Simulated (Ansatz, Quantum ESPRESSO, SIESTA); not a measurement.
## TiB2: 3 runs at one level of theory

```
Ti B
1.0
     3.02920    0.00000    0.00000
    -1.51460    2.62336    0.00000
     0.00000    0.00000    3.22840
Ti B
1 2
Direct
  0.00000 0.00000 0.00000
  0.66667 0.33333 0.50000
  0.33333 0.66667 0.50000
```

Alike in all runs: task band structure; functional PBEsol; k mesh 10 × 10 × 8; occupations fermi-dirac, width 0.05 eV; no spin polarisation; no spin-orbit coupling. Pressure is positive in compression and, in plane waves, holds the error of the finite cutoff.

| program and potentials | plane-wave cutoff (eV) | notes | pressure (GPa) |
| --- | --- | --- | --- |
| Ansatz, all-electron LAPW, scalar-relativistic | - | - | -5.09 |
| Quantum ESPRESSO, GBRV 1.5 PBEsol | 612 | - | ? |
| SIESTA, files PseudoDojo sr-pbesol-0.4.1-standard, DZP (energy shift 0.003 Ry; two zetas on semicore shells) | - | atomic basis | -2.14 |

Estimate from the other rows what the run with Quantum ESPRESSO, GBRV 1.5 PBEsol gave.

Pressure -4.87 GPa. The other rows, which needn't bracket it: pressure -5.09 to -2.14.
